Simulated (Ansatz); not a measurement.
A first try at a band structure of BN, space group P6_3mc, using Ansatz's Python interface.

The script reads `bn.extxyz`:
```text
4
Lattice="2.536 0.0 0.0 -1.268 2.19624042 0.0 0.0 0.0 4.199" Properties=species:S:1:pos:R:3 pbc="T T T"
B     1.26800000    0.73208014    0.00000000
B    -0.00000000    1.46416028    2.09950000
N     1.26800000    0.73208014    1.57462500
N    -0.00000000    1.46416028    3.67412500
```

`bn_bands.py`
```python
'''Band structure of BN.'''

import json

import ansatz
import numpy as np


def main() -> None:
    xtal = ansatz.Crystal.from_extxyz('bn.extxyz')

    # high-symmetry points in fractions of the reciprocal vectors
    path = [
        ('G', (0.0, 0.0, 0.0)),
        ('M', (0.5, 0.0, 0.0)),
        ('K', (0.33333, 0.33333, 0.0)),
        ('G', (0.0, 0.0, 0.0)),
        ('A', (0.0, 0.0, 0.5)),
        ('L', (0.5, 0.0, 0.5)),
    ]
    job = (
        xtal.calculation()
        .functional(ansatz.Functional.PBESOL)
        .pseudopotentials('paw')
        .basis(34 * ansatz.Ry)
        .kpoints(12, 12, 6)
        .occupations('fermi_dirac', width=0.01)
        .correlation('mp2')
        .band_structure([point for _, point in path], intervals=6)
        .scf(extra_bands=8)
        .density()
    )
    res = job.run(threads=1, backend='cpu')
    rep = res.report

    print(f'free energy      {rep["free_energy_ev"]:.5f} eV')
    print(f'per atom         {rep["free_energy_ev"] / len(res.lattice.sites):.5f} eV')
    print(f'SCF iterations   {rep["n_iterations"]}  (converged: {rep["converged"]})')

    rho = res.density()
    total = sum(ch.density_e_per_ang3 for ch in rho.channels[:2]) if len(rho.channels) < 3 else rho.channels[0].density_e_per_ang3
    print('grid', rho.dims, 'electrons', round(float(total.mean() * rho.cell_volume_ang3), 4))
    print(f'density range {total.min():.4f} to {total.max():.4f} e/A^3')
    print(np.array2string(total[:: max(rho.dims[0] // 8, 1), :: max(rho.dims[1] // 8, 1), 0], precision=3, suppress_small=True))

    keep = ['free_energy_ev', 'energy_sigma0_ev', 'fermi_energy_ev', 'n_iterations', 'converged', 'magnetization_mub', 'n_kpoints']
    with open('bn.json', 'w') as handle:
        json.dump({key: rep[key] for key in keep}, handle, indent=1)

    bands = res.band_structure()
    fermi = bands.fermi_energy_ev
    print(f'zero of the bands: {fermi:.3f} eV, the Fermi level found on the SCF mesh')
    for spin, channel in enumerate(bands.channels):
        print('channel', spin, '- computed levels within 6 eV of the Fermi level')
        for i, (label, _) in enumerate(path):
            levels = channel.eigenvalues_ev[i * 6] - fermi
            print(f'  {label:3s}', ' '.join(f'{e:7.3f}' for e in levels if abs(e) < 6))


if __name__ == '__main__':
    main()
```

```console
$ python bn_bands.py
Traceback (most recent call last):
  File "bn_bands.py", line 61, in <module>
    main()
    ~~~~^^
  File "bn_bands.py", line 33, in main
    res = job.run(threads=1, backend='cpu')
  ...
ansatz.RefusalError: invalid value for `correlation`: it needs basis.gaussian or hamiltonian.integrals
$ echo $?
1
```
(Library frames cut from the traceback.)

Why does it end like this?

The fault: a wavefunction method is asked of a plane-wave crystal. Mended:

```diff
--- before
+++ after
@@ -27,3 +27,2 @@
         .occupations('fermi_dirac', width=0.01)
-        .correlation('mp2')
         .band_structure([point for _, point in path], intervals=6)
```

After the fix:

```console
$ python bn_bands.py
free energy      -1067.61615 eV
per atom         -266.90404 eV
SCF iterations   6  (converged: True)
grid (18, 18, 30) electrons 16.0
density range 0.0711 to 3.7296 e/A^3
[[0.128 0.174 0.337 0.654 1.    1.    0.654 0.337 0.174]
 [0.174 0.174 0.297 0.597 1.061 1.33  1.061 0.597 0.297]
 [0.337 0.261 0.337 0.597 1.104 1.669 1.669 1.104 0.597]
 [0.654 0.466 0.466 0.654 1.061 1.669 1.995 1.669 1.061]
 [1.    0.757 0.613 0.757 1.    1.33  1.669 1.669 1.33 ]
 [1.    0.903 0.55  0.55  0.903 1.    1.061 1.104 1.061]
 [0.654 0.757 0.55  0.213 0.55  0.757 0.654 0.597 0.597]
 [0.337 0.466 0.613 0.55  0.55  0.613 0.466 0.337 0.297]
 [0.174 0.261 0.466 0.757 0.903 0.757 0.466 0.261 0.174]]
zero of the bands: 13.944 eV, the Fermi level found on the SCF mesh
channel 0 - computed levels within 6 eV of the Fermi level
  G    -4.639  -4.639  -2.746  -2.494  -2.494   5.891   5.891
  M    -4.647   4.131   5.368
  K     2.494
  G    -4.639  -4.639  -2.746  -2.494  -2.494   5.891   5.891
  A    -3.682  -3.682  -3.682  -3.682
  L     3.997   3.997
```

File `bn.json` afterwards:
```json
{
 "free_energy_ev": -1067.6161517377784,
 "energy_sigma0_ev": -1067.6161517377784,
 "fermi_energy_ev": 13.944218938711526,
 "n_iterations": 6,
 "converged": true,
 "magnetization_mub": 0.0,
 "n_kpoints": 76
}
```

Total energies depend on the potentials; only differences at equal settings carry meaning. Of the deposited cell: the entry's cell lengths or inner coordinates differ somewhat from later room-temperature determinations. In a crystal with a gap the Fermi level's place inside it depends on smearing and mesh. Grid values close to the nuclei reflect the PAW or pseudopotential construction, not the all-electron fields. The starting cell is as deposited in a crystallographic database; the results hold for this polymorph, which needn't be the stable one. Levels are Kohn-Sham eigenvalues on this mesh. It ran for 3.1 s on 1 thread of Intel(R) Xeon(R) Processor @ 2.30GHz (shared host), peak memory 0.49 GiB.
